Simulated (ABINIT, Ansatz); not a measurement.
**SrO and the effect of the pressure**

The cell as given:

```
CELL_PARAMETERS angstrom
0.00000 2.56630 2.56630
2.56630 0.00000 2.56630
2.56630 2.56630 0.00000
ATOMIC_POSITIONS crystal
Sr 0.50000 0.50000 0.50000
O 0.00000 0.00000 0.00000
```

Kept alike: task relaxation of cell and atoms; functional PBE; k mesh 9 × 9 × 9; occupations fermi-dirac, width 0.05 eV; no spin polarisation. Program: Ansatz, Ansatz PAW, cutoff 420 eV. The mesh is that of the run's cell of 2 atoms. No spin-orbit coupling.

```csv
"pressure, P (GPa)",volume (Å³/atom)
10,15.931
20,14.879
```

The relaxations keep at least the cell's symmetry (Fm-3m). Runs of this series that gave no sound value for these columns are left out. The runs follow the start's structure, whether or not it is the stable one at these pressures. Ansatz's relaxations hold a Pulay term in the stress (up to 0.4 GPa here). P is the pressure aimed at, which the runs meet within some hundredths to tenths of a GPa.

Question: What does the pressure change here?

Answer: The volume falls from 15.931 to 14.879 Å³/atom between 10 and 20 GPa. A twin series (ABINIT, JTH PAW PBE v2.0) moves it by -1.0533 between 10 and 20, against -1.0518 Å³/atom here.

Compression from 10 to 20 GPa takes SrO from 15.931 to 14.879 Å³/atom. In the rock-salt structure both ions sit on sites fixed by symmetry, so the lattice has no internal coordinate through which to absorb the load. The volume can fall only by a uniform shortening of all Sr–O contacts, together with the Sr–Sr and O–O distances. The Madelung attraction grows as the ions approach, but the short-range repulsion between their closed shells rises faster and sets the resistance to compression. The large, soft oxide ion probably takes up much of the shrinkage, though volumes alone cannot divide it between the ions.

The close match with the twin series, -1.0533 against -1.0518 Å³/atom, suggests that the volume change depends little on the choice of code and PAW data. It does not test the functional, which both series share. An ionic solid should also stiffen as it is compressed, but two volumes give only an average compressibility over the interval, not its change with pressure.
